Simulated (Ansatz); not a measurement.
**How settings move the G0W0 gap of BaTe (rocksalt)**

BaTe built on the rocksalt prototype, relaxed with r2SCAN; one-shot G0W0 in Ansatz without spin-orbit coupling. No spin polarisation and no zero-point or thermal motion.

```xyz
2
Lattice="0.0000 3.5324 3.5324 3.5324 0.0000 3.5324 3.5324 3.5324 0.0000" Properties=species:S:1:pos:R:3 pbc="T T T"
Ba    0.0000    0.0000    0.0000
Te    3.5324    3.5324    3.5324
```

Gaps are read over the mesh points alone. G0W0 values are finite-basis, finite-mesh values.
```
 start       potentials      frequency model   mesh  empty bands  screening cutoff (eV)  Kohn-Sham gap (eV)  G0W0 gap (eV)
   PBE              PAW  contour deformation  4×4×4          200                    100                1.65           2.61
   PBE              PAW  contour deformation  4×4×4          483                    180                1.65           2.71
   PBE              PAW  contour deformation  4×4×4          937                    260                1.65           2.74
 HSE06              PAW  contour deformation  4×4×4          483                    180                2.35           3.06
r2SCAN              PAW  contour deformation  4×4×4          483                    180                2.00           2.93
  PBE0              PAW  contour deformation  4×4×4          483                    180                3.00           3.27
   PBE              PAW     Godby-Needs pole  4×4×4          483                    180                1.65           2.65
   PBE              PAW  contour deformation  6×6×6          143                     80                1.65           2.57
   PBE  norm-conserving  contour deformation  4×4×4          483                    180                1.65           2.69
```

G0W0 moves the gap on the mesh from 1.65 eV (PBE) to 2.74 eV (Γ to X). Renormalisation factors Z lie between 0.74 and 0.79.

Raising bands and cutoff together moves the gap by +0.10 eV (100 to 180 eV), then +0.03 eV (180 to 260 eV); the last step is small, which bounds nothing strictly. Starting from HSE06 (2.35 eV against PBE's 1.65 eV) gives 3.06 eV, +0.35 eV from G0W0@PBE at the same screening cutoff. Starting from r2SCAN (2.00 eV against PBE's 1.65 eV) gives 2.93 eV, +0.22 eV from G0W0@PBE at the same screening cutoff. Starting from PBE0 (3.00 eV against PBE's 1.65 eV) gives 3.27 eV, +0.56 eV from G0W0@PBE at the same screening cutoff. The Godby-Needs plasmon pole differs from contour deformation by -0.06 eV. Norm-conserving potentials (wave cutoff 1120 eV against 420 eV) shift the quasiparticle gap by -0.02 eV and the PBE gap by 0.00 eV. r2SCAN runs take a wave cutoff of 500 eV.

The program warns that the k mesh is coarse for exact exchange in some of these runs, so their gaps aren't converged.
